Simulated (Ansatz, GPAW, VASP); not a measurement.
## One calculation of CaO, 5 ways

```
Ca O
1.0
     0.00000    2.40356    2.40356
     2.40356    0.00000    2.40356
     2.40356    2.40356    0.00000
Ca O
1 1
Direct
  0.00000 0.00000 0.00000
  0.50000 0.50000 0.50000
```

The cell is a database's computed one, not the measured one.

Alike in all runs: task single point; functional PBEsol; k mesh 10 × 10 × 10; occupations gaussian, width 0.05 eV; no spin polarisation; no spin-orbit coupling. Pressure is positive in compression and, in plane waves, holds the error of the finite cutoff, which Ansatz's Pulay term estimates and takes out.

```csv
program and potentials,plane-wave cutoff (eV),notes,band gap (eV),pressure (GPa)
"Ansatz, Ansatz PAW",420,"potentials made for PBE, which Ansatz adapts in part; 8 valence electrons an atom on average; Pulay term of +0.44 GPa included",3.56,-2.74
"VASP, PBE PAW files Ca_pv, O, 500 eV",500,potentials made for PBE; 7 valence electrons an atom on average,3.54,-2.86
"Ansatz, all-electron LAPW, scalar-relativistic",-,-,3.55,-2.73
"GPAW, PAW data sets generated for this functional",800,8 valence electrons an atom on average,3.59,-2.07
"VASP, PBE PAW files Ca_sv, O, 520 eV",520,potentials made for PBE; 8 valence electrons an atom on average,3.54,-2.15
```

The band gap spans 3.54 (VASP, PBE PAW files Ca_sv, O, 520 eV) to 3.59 eV (GPAW, PAW data sets generated for this functional), with all-electron results at 3.55. The pressure spans -2.86 (VASP, PBE PAW files Ca_pv, O, 500 eV) to -2.07 GPa (GPAW, PAW data sets generated for this functional), with all-electron results at -2.73. The gap is indirect and read on the mesh alone.

Differences between rows come from potentials, basis sets and numerical settings, since the functional is the same but for its coding. Runs on potential files found faulty are left out.
